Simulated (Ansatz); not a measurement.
# NiO (Pm-3m) in Ansatz: single point with PBE

Aim: the single point of NiO with PBE.

All numbers are computed with Ansatz 0.2.0; they aren't measurements. Logs are shortened: lines on timing, memory, paths and dates and some standing lists are left out, and cuts for length are marked.

### Step 1. Starting point

The structure is cubic, space group Pm-3m (No. 221). The conventional cell has a = 2.505 Å, b = 2.505 Å, c = 2.505 Å, α = 90.00°, β = 90.00°, γ = 90.00°. Ni (site symmetry m-3m) is surrounded by 8 O at 2.17 Å. O (site symmetry m-3m) has 8 Ni at 2.17 Å as nearest neighbours.

Measurements of this composition are mostly on another form, of space group No. 225.

### Step 2. Single point, PBE, collinear spin, ferromagnetic start

File input.yaml:

```yaml
crystal:
  lattice:
    - [2.50461538, 0.0, 0.0]
    - [0.0, 2.50461538, 0.0]
    - [0.0, 0.0, 2.50461538]
  atoms:
    - { symbol: Ni, position: [0.0, 0.0, 0.0], spin: 2.5 }
    - { symbol: O, position: [0.5, 0.5, 0.5] }
hamiltonian:
  xc: pbe
  pseudopotentials: { kind: paw }
magnetization:
  spin_polarized: true
kpoints:
  mp_grid: { grid: [11, 11, 11] }
scf:
  occupations: { method: fermi_dirac, width: 0.05 }
output:
  forces: true
  stress: true
  eigenvalues: true
```

Potentials or basis: Ansatz PAW.

The run is started by

```sh
$ ansatz run input.yaml --threads 2 --pin off --max-ram 5120MiB --backend cpu --events-out ev --progress --plain --runs-dir out
```

Standard output:

```text
Warning: where an SCF of this run starts from atoms to list the orders of its open shells, Ni (site 0, from 0) starts with 2.00 μB on its 3d shell, in the place of the 2.50 μB that the deck gives it: its open shells can hold no more by Hund's first rule. To start from spheres of the given moment, type scf.initial_density.shell_occupations: []
Warning: RAYON_NUM_THREADS=2 ignored (pool sized by the plan → 2); use --threads N
Engine: ansatz 0.2.0, aarch64-unknown-linux-gnu
Pseudopotentials: kind: paw
Pseudopotential: Ni, paw, valence charge 18, recommended cutoff 420 eV (normal), Ni.paw.azcp
Pseudopotential: O, paw, valence charge 6, recommended cutoff 420 eV (normal), O.paw.azcp
Functional definition: PBE
  parameter kappa = 0.804
  parameter beta = 0.06672455060314922
  exchange = pbe_x(kappa = kappa, mu = beta*pi^2/3)
  correlation = pbe_c(beta = beta)
Crystal: 2 atoms, lattice volume = 15.712 Å³
Basis set: ecut = 420 eV, 305 PW (Γ), exchange–correlation on 36×36×36 points (8 copies of the dense FFT grid, shifted against one another)
Bands: 18, of which v1, the nominal top of the filled ones, is band 12 counted from 1 (11 counted from 0)
Symmetry: 48 space group operations
Space group: Pm-3m (ITA 221), of the structure as read, at distance tolerance 2.5e-5 Å
Magnetic group: BNS 221.92 (UNI 1594), of the structure as read, at distance tolerance 2.5e-5 Å
k-points: 56 of 1331
Non-local potential: Ni, projectors of the file, l = 0: 3, l = 1: 2, l = 2: 3, l = 3: 1
Non-local potential: O, projectors of the file, l = 0: 2, l = 1: 2, l = 2: 1
PAW form: soft (Blöchl's): semilocal exchange-correlation on the pseudo side does not see the compensation charge
PAW one-centre angular grid: Ni, 590 points (default); XC on 64 Gauss nodes
PAW one-centre angular grid: O, 110 points (default); XC on 64 Gauss nodes
Initial density: superposition of atomic densities (chi_scale 0.1, normalization cell, long waves kept (reshape's long-wave potential 0.00 eV rms))
Starting moments: Σ|m| = 2.5 μB on 1 of 2 sites
Initial wavefunctions: pseudopotential atomic-orbital guess
Functional: x = pbe(κ = 0.804, μ = 0.2195149727645171), c = pbe(β = 0.06672455060314922)
SCF iter   1: F=—  HF=-6403.490762 eV  |F-HF|=—  |Δ(HF+E_count)|=         —  Δρ=3.47e-1 (↑1.14e-1 ↓3.47e-1)  dr2=1.07e1  dr2_m=6.46e0  M=0.186 μB ∫|m|=0.215 μB  β_m=0.30  ethr=3.10e-3  ⟨swp⟩=5.4  Hψ=8834  notcnv=0
Mixer restart at iter 1: flushing history
preconditioner: auto → none  [metal: Δε(μ)=0.027 eV  Ē_g=17.203 eV  σ=0.050 eV  W_gap=0.13  n_scr=6 (ndim 8)  ℏωp=37.5 eV  f_vac=0.000  D(μ)=1.36/eV (n_scr^D=18)  sad-step TF]
SCF iter   2: F=—  HF=-6404.100876 eV  |F-HF|=—  |Δ(HF+E_count)|=   6.10e-1  Δρ=1.06e-1 (↑6.43e-2 ↓1.06e-1)  dr2=5.73e-1  dr2_m=9.72e-1  M=0.806 μB ∫|m|=0.808 μB  β_m=0.36  ethr=3.10e-3  ⟨swp⟩=3.0  Hψ=5088  notcnv=0  defer=110
SCF iter   3: F=—  HF=-6404.425397 eV  |F-HF|=—  |Δ(HF+E_count)|=   3.25e-1  Δρ=1.33e-1 (↑6.42e-2 ↓1.33e-1)  dr2=1.07e0  dr2_m=1.30e0  M=0.393 μB ∫|m|=0.400 μB  β_m=0.18  ethr=2.39e-3  ⟨swp⟩=2.0  Hψ=3271  notcnv=0  defer=110
SCF iter   4: F=—  HF=-6404.590876 eV  |F-HF|=—  |Δ(HF+E_count)|=   1.65e-1  Δρ=2.34e-2 (↑2.28e-2 ↓2.34e-2)  dr2=8.25e-2  dr2_m=1.08e-2  M=0.727 μB ∫|m|=0.734 μB  β_m=0.37  ethr=2.39e-3  ⟨swp⟩=2.7  Hψ=3312  notcnv=0  defer=112
SCF iter   5: F=—  HF=-6404.492530 eV  |F-HF|=—  |Δ(HF+E_count)|=         —  Δρ=2.73e-2 (↑2.73e-2 ↓1.40e-2)  dr2=1.68e-2  dr2_m=5.54e-2  M=0.231 μB ∫|m|=0.244 μB  β_m=0.37  ethr=3.44e-4  ⟨swp⟩=2.5  Hψ=4268  notcnv=0  defer=112
Mixer restart at iter 5: flushing history
SCF iter   6: F=—  HF=-6404.503917 eV  |F-HF|=—  |Δ(HF+E_count)|=   1.14e-2  Δρ=1.84e-2 (↑1.78e-2 ↓1.84e-2)  dr2=2.28e-3  dr2_m=4.63e-2  M=0.183 μB ∫|m|=0.194 μB  β_m=0.69  ethr=7.02e-5  ⟨swp⟩=2.4  Hψ=3722  notcnv=0  defer=112
SCF iter   7: F=—  HF=-6404.523378 eV  |F-HF|=—  |Δ(HF+E_count)|=   1.95e-2  Δρ=1.97e-2 (↑1.97e-2 ↓7.65e-3)  dr2=6.23e-2  dr2_m=8.93e-3  M=0.149 μB ∫|m|=0.156 μB  β_m=0.76  ethr=9.49e-6  ⟨swp⟩=2.0  Hψ=3935  notcnv=0  defer=112
SCF iter   8: F=—  HF=-6404.516573 eV  |F-HF|=—  |Δ(HF+E_count)|=   6.81e-3  Δρ=5.46e-3 (↑3.13e-3 ↓5.46e-3)  dr2=6.10e-3  dr2_m=9.52e-4  M=0.046 μB ∫|m|=0.048 μB  β_m=0.69  ethr=9.49e-6  ⟨swp⟩=2.0  Hψ=4812  notcnv=0  defer=112
SCF iter   9: F=—  HF=-6404.517823 eV  |F-HF|=—  |Δ(HF+E_count)|=   1.25e-3  Δρ=6.19e-3 (↑1.05e-3 ↓6.19e-3)  dr2=3.15e-3  dr2_m=1.58e-3  M=0.019 μB ∫|m|=0.021 μB  β_m=0.83  ethr=9.49e-6  ⟨swp⟩=2.0  Hψ=3401  notcnv=0  defer=112
SCF iter  10: F=—  HF=-6404.517720 eV  |F-HF|=—  |Δ(HF+E_count)|=   1.03e-4  Δρ=3.19e-3 (↑2.50e-3 ↓3.19e-3)  dr2=3.65e-3  dr2_m=2.12e-5  M=0.003 μB ∫|m|=0.004 μB  β_m=0.89  ethr=9.49e-6  ⟨swp⟩=1.7  Hψ=2478  notcnv=0  defer=112
SCF iter  11: F=—  HF=-6404.517632 eV  |F-HF|=—  |Δ(HF+E_count)|=   8.85e-5  Δρ=4.64e-4 (↑2.33e-4 ↓4.64e-4)  dr2=7.55e-6  dr2_m=1.71e-5  M=0.005 μB ∫|m|=0.005 μB  β_m=0.81  ethr=9.49e-6  ⟨swp⟩=2.2  Hψ=3092  notcnv=0  defer=112
SCF iter  12: F=—  HF=-6404.517617 eV  |F-HF|=—  |Δ(HF+E_count)|=   1.49e-5  Δρ=1.09e-4 (↑1.09e-4 ↓1.07e-4)  dr2=7.05e-9  dr2_m=1.67e-6  M=0.001 μB ∫|m|=0.001 μB  β_m=0.91  ethr=3.15e-8  ⟨swp⟩=2.4  Hψ=3072  notcnv=0  defer=112
SCF iter  13: F=—  HF=-6404.517617 eV  |F-HF|=—  |Δ(HF+E_count)|=   7.52e-9  Δρ=2.72e-5 (↑2.72e-5 ↓2.17e-5)  dr2=1.45e-8  dr2_m=8.20e-8  M=-0.000 μB ∫|m|=0.000 μB  β_m=0.87  ethr=2.94e-11  ⟨swp⟩=3.2  Hψ=4060  notcnv=0  defer=112
SCF iter  14: F=—  HF=-6404.517617 eV  |F-HF|=—  |Δ(HF+E_count)|=   3.02e-9  Δρ=7.10e-6 (↑7.10e-6 ↓5.46e-6)  dr2=7.78e-10  dr2_m=5.48e-9  M=-0.000 μB ∫|m|=0.000 μB  β_m=0.94  ethr=2.94e-11  ⟨swp⟩=2.0  Hψ=3075  notcnv=0  defer=112
SCF iter  15: F=—  HF=-6404.517617 eV  |F-HF|=—  |Δ(HF+E_count)|=  7.82e-11  Δρ=5.05e-7 (↑4.88e-7 ↓5.05e-7)  dr2=8.68e-11  dr2_m=5.71e-13  M=-0.000 μB ∫|m|=0.000 μB  β_m=0.84  ethr=3.24e-12  ⟨swp⟩=2.1  Hψ=2913  notcnv=0  defer=112
SCF iter  16: F=-6404.517617 eV  HF=-6404.517617 eV  |F-HF|=2.27e-11  |Δ(HF+E_count)|=  2.00e-11  Δρ=1.94e-7 (↑1.87e-7 ↓1.94e-7)  dr2=2.24e-11  dr2_m=1.57e-14  M=-0.000 μB ∫|m|=0.000 μB  ethr=1.00e-12  ⟨swp⟩=6.2  Hψ=6820  notcnv=0
SCF 1 converged in 16 iterations: F = -6404.517617 eV  dr2 = 2.24e-11
Initial density: read from a saved state, or passed on in memory by an earlier SCF of this step, an earlier step, the calling program or the single point that the run made first
Starting moments: Σ|m| = 2.5 μB on 1 of 2 sites; this step starts from the density that it was given
Initial wavefunctions: those read from a saved state, or passed on in memory by an earlier step or the calling program
iter 1 solved again at ethr=1.00e-12 eV; its pass at ethr=4.17e-6 eV (dr2=2.26e-11 eV) is discarded
SCF iter   1: F=—  HF=-6404.517617 eV  |F-HF|=—  |Δ(HF+E_count)|=         —  Δρ=1.97e-7 (↑1.89e-7 ↓1.97e-7)  dr2=2.26e-11  dr2_m=1.71e-14  M=-0.000 μB ∫|m|=0.000 μB  ethr=1.00e-12  ⟨swp⟩=1.0  Hψ=11775  notcnv=0
preconditioner: auto → none  [metal: Δε(μ)=0.052 eV  Ē_g=17.505 eV  σ=0.050 eV  W_gap=0.25  n_scr=6 (ndim 8)  ℏωp=37.5 eV  f_vac=0.000  D(μ)=2.13/eV (n_scr^D=26)]
SCF iter   2: F=—  HF=-6404.695220 eV  |F-HF|=—  |Δ(HF+E_count)|=   1.78e-1  Δρ=9.81e-2 (↑3.45e-2 ↓9.81e-2)  dr2=1.68e0  dr2_m=3.11e-1  M=0.618 μB ∫|m|=0.644 μB  ethr=4.17e-6  ⟨swp⟩=1.5  Hψ=11505  notcnv=0
SCF iter   3: F=—  HF=-6404.516297 eV  |F-HF|=—  |Δ(HF+E_count)|=   1.79e-1  Δρ=5.62e-3 (↑2.10e-3 ↓5.62e-3)  dr2=5.91e-3  dr2_m=5.87e-4  M=0.901 μB ∫|m|=0.925 μB  ethr=4.17e-6  ⟨swp⟩=1.0  Hψ=6800  notcnv=0
an SCF towards Hund's moment on open shells that bore less, with the run's symmetry operations kept, reached no lower state that the run goes on to. This is no proof of a minimum
WARN: the starting moments were not kept: the SCF closed with an absolute magnetisation of 6.0e-7 μB, where they sum to 2.5 μB in size (1 site). That is at most 0.1 of that sum. Measured as dr2_m measures the in/out step, that magnetisation stands 7.0e-13 eV from none, at or under the dr2_threshold of 1.0e-7 eV: it is no larger than a step whose dr2_m would equal this threshold. The system may hold no moment; this SCF shows only that its start led to no more than that. To try another start: raise the starting moments (crystal.atoms[].spin, magnetization.per_species, magnetization.initial_magnetization, or on a non-collinear deck that types none of these the spinor_matrix: blocks that start its atoms; where the total moment is fixed, keep their sum and leave initial_magnetization as it is; typed ones take the place of any that the run laid by itself, positive ones on a crystal's lanthanoids without a Hubbard term where scf.initial_density.shell_occupations: [] is typed) or, if the notice of its spin-set hold's release reads "site moments contracting" or "site moments show no strong build", lengthen the hold (scf.mixing.spin_hold: { on: { confirm: 4 } }; for m-r²SCAN on two components see the key's manual first). Each may lead to a state that holds a moment. A second SCF, from the converged charge density, with the starting moments and any scf.initial_density.shell_occupations laid on it anew, would have followed, and was not run: the deck does not ask for one (magnetization.retry_lost_moments is false, the default). To let it run, set magnetization.retry_lost_moments: true and run the deck again, where that key's refused combinations let it; where memory then withholds it, that run's warning says so.
SCF converged after 16 iterations
Magnetization: -0.0000 μB (12.0000 up, 12.0000 down)
Absolute magnetization: 0.0000 μB (∫|ρ↑−ρ↓|, with the PAW one-centre terms)
Spin contamination: 0.0000 ħ² per cell (⟨S²⟩ above its minimum at these occupations)
Per-site moments (μB) at R_I (Å): [(-4.946682110713899e-7, 0.8947374751380515), (-9.787508958477177e-8, 0.8947374751380515)]
Free energy (F): -6404.517617 eV
Harris-Foulkes:  -6404.517617 eV  (|F-HF|=2.27e-11)
Internal energy: -6404.499191 eV  (E = F + TS)
E sigma→0 (E₀):  -6404.508404 eV
Entropy (-TS):   -0.018426 eV (-9.213 meV/atom)
Fermi energy:    17.334750 eV
--- Per-component energies (eV) ---
  E_band       = -255.830111
  E_kinetic    = 456.929090
  E_local      = -3707.776090  (includes V_loc(G=0)·N_el)
  E_nonlocal   = 694.353336
  E_hartree    = 1537.104962
  E_xc         = -157.542671
  E_vxc        = -202.262265  (∫ρ·V_xc dr)
  E_paw        = -1793.416649  (= ΣΔE_a)
  E_vpaw       = -571.286834  (= ΣTr[D̂ρ^β])
  E_aug_tail   = 0.002511  (compensation charges beyond the density's cutoff)
  E_ewald      = -3434.153680
  E_smearing   = -0.018426  (= −TS)
  E_closure    = 0.000000  (closes the sum)
  Σ components = -6404.517617   (vs F -6404.517617, Δ=0.00e0)
--- Forces (eV/Å), atoms counted from 1 ---
  atom   1  Ni    -0.00000000     0.00000000     0.00000000
  atom   2  O      0.00000000     0.00000000     0.00000000
  max |Σ_I F_I| component: 4.21e-30 eV/Å
--- Stress (GPa, compression-positive) ---
       23.819780      -0.000000       0.000000
        0.000000      23.819780       0.000000
        0.000000       0.000000      23.819780
  P = ⅓ Tr σ = 23.8198 GPa (238.198 kbar)
--- Band table (eV; the first three rows and the last of 112) ---
  k-point 0 ↑: bands = ["-85.8839", "-46.2552", "-46.2552", "-46.2552", "-4.0101", "13.9292", "13.9292", "14.3172", "14.3172", "14.3172", "16.4902", "16.4902", "16.4902", "19.1365", "33.9701", "33.9701", "39.5276", "39.5276"]
  k-point 1 ↑: bands = ["-85.8831", "-46.2644", "-46.2544", "-46.2544", "-3.9068", "13.0495", "13.9629", "14.1806", "14.1806", "14.6910", "16.4978", "16.6562", "16.6562", "19.6772", "33.5448", "34.0063", "39.3363", "39.3363"]
  k-point 2 ↑: bands = ["-85.8808", "-46.2890", "-46.2523", "-46.2523", "-3.6149", "11.5342", "13.8780", "13.8780", "14.0543", "15.2175", "16.5182", "17.0430", "17.0430", "20.7966", "32.3359", "34.1139", "38.7610", "38.7610"]
  k-point 55 ↓: bands = ["-85.8528", "-46.3431", "-46.3429", "-46.3429", "-0.4392", "9.8407", "9.8407", "9.9403", "17.1084", "17.1084", "18.0144", "18.2735", "18.2735", "24.7202", "25.0430", "25.0430", "34.5012", "41.1389"]
```

Run time: 4.2 s. Hardware: 2 threads of Arm Neoverse V2, shared host; peak memory 0.34 GiB.

What came out:

```
Free energy            : -6404.5176 eV
Pressure               : 23.8 GPa
Band gap on the k mesh : none (metal or under the smearing width)
Net moment             : 0.00 μB per cell
Absolute moment        : 0.00 μB per cell
```

Caveat: the starting moments collapsed, and a magnetic state may lie lower; the pressure holds a Pulay correction of +0.8 GPa for the finite cutoff; semilocal functionals often make such compounds metallic where correlation or magnetic order opens a gap, which also shifts bond lengths; the starting moments weren't kept. With open d or f shells a metallic result of PBE can be an artefact of self-interaction; +U or a hybrid may open a gap.
